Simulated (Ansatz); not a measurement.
Here is an Ansatz 0.2.0 calculation.

Contents of input.yaml:

```yaml
crystal:
  lattice:
    - [0.0, 1.8075, 1.8075]
    - [1.8075, 0.0, 1.8075]
    - [1.8075, 1.8075, 0.0]
  atoms:
    - { symbol: Cu, position: [0.0, 0.0, 0.0] }
hamiltonian:
  xc: pbe
  pseudopotentials: { kind: paw }
  dispersion: d4
kpoints:
  mp_grid: { grid: [13, 13, 13] }
scf:
  occupations: { method: fermi_dirac, width: 0.05 }
output:
  forces: true
  stress: true
  eigenvalues: true
  write_density: true
  write_potential: true
  elf: true
  volumetric_format: npy
relax:
  f_tol: 0.01
  max_steps: 40
  cell: { stress_tol: 0.05 }
```

Potentials or basis: Ansatz PAW.

Launch:

```console
$ ansatz run input.yaml --threads 2 --pin off --max-ram 5632MiB --backend cpu --events-out ev --progress --plain --runs-dir out
```

Task: What does it give for the relaxed volume?

Result: 11.39 Å³/atom.

Task: Predict the space group after relaxing (to 0.05 Å).

Result: Fm-3m (No. 225).

Task: What does it give for the band gap on the k mesh?

Result: None (metal or under the smearing width).

Task: Estimate the relaxed cell.

Result: a = 2.526 Å, b = 2.526 Å, c = 2.526 Å, α = 60.00°, β = 60.00°, γ = 60.00°.

Final structure:
```yaml
crystal:
  lattice:
    - [0.00000, 1.78605, 1.78605]
    - [1.78605, 0.00000, 1.78605]
    - [1.78605, 1.78605, 0.00000]
  atoms:
    - { symbol: Cu, position: [0.00000, 0.00000, 0.00000] }
```

Caveat: pairwise dispersion overbinds metals, which lowers pressure and volume.
